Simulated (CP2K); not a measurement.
Crystal: B.

```
B
1.0
     2.34611    0.00000    0.00000
     0.00000    2.34611    0.00000
     0.00000    0.00000    1.58579
B
1
Cartesian
  1.1731 1.1731 0.7929
```

The cell was built by a generator and needn't be a form met in nature.

Base run:

- Program: CP2K 2026.2
- Functional: PBE
- Potentials or basis: GTH_POTENTIALS B GTH-PADE-q3; DZVP-MOLOPT-SR-GTH basis
- Density cutoff: 6123 eV
- k mesh: 11 × 11 × 16
- Occupations: fermi-dirac, width 0.05 eV
- Spin: no spin polarisation

Its results: band gap on the k mesh none (metal or under the smearing width); pressure -6.0 GPa.

Task: The run is repeated on the same cell with these changes: potentials or basis from GTH_POTENTIALS B GTH-PADE-q3; DZVP-MOLOPT-SR-GTH basis to GTH_POTENTIALS B GTH-PBE-q3; DZVP-MOLOPT-SR-GTH basis; potentials from B GTH-PADE-q3 of GTH_POTENTIALS to B GTH-PBE-q3 of GTH_POTENTIALS. What comes out?

Result: Band gap on the k mesh none (metal or under the smearing width); pressure -0.6 GPa.

Caveats: the basis of atomic orbitals isn't converged, which shifts pressures, moduli and gaps; the potentials were made for another functional, which shifts forces and pressure (some runs).

Not every run made on this cell is shown here.
